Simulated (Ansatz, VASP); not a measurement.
## Two plane-wave programs on HgSe (lda)

```
Hg Se
1.0
     0.00000    3.03900    3.03900
     3.03900    0.00000    3.03900
     3.03900    3.03900    0.00000
Hg Se
1 1
Cartesian
  0.0000 0.0000 0.0000
  1.5195 1.5195 1.5195
```

Alike in both runs: task relaxation of cell and atoms; functional LDA; k mesh 12 × 12 × 12; occupations gaussian, width 0.1 eV; no spin polarisation.

```csv
,VASP,Ansatz
version,VASP 6.6.1,Ansatz 0.2.0
potentials or method,"VASP PAW LDA potentials, release 64 (Hg, Se)","scalar-relativistic, plane waves, PAW"
plane-wave cutoff (eV),600,420
valence electrons in the cell,18,36
```

|  | VASP | Ansatz | Ansatz less VASP |
| --- | --- | --- | --- |
| gap on the k mesh at the Fermi level, each at its own relaxed structure (eV) | none | none | - |
| relaxed volume (Å³/atom) | 28.12 | 27.86 | -0.259 |
| relaxed cell length with the largest relative difference (Å) | 4.301 | 4.287 | -0.0133 |

A gap of «none» marks a metal or a gap that the smearing closes. The two sets of potentials don't hold the same shells in valence.

Spin-orbit coupling is left out, which matters for the levels of Hg.
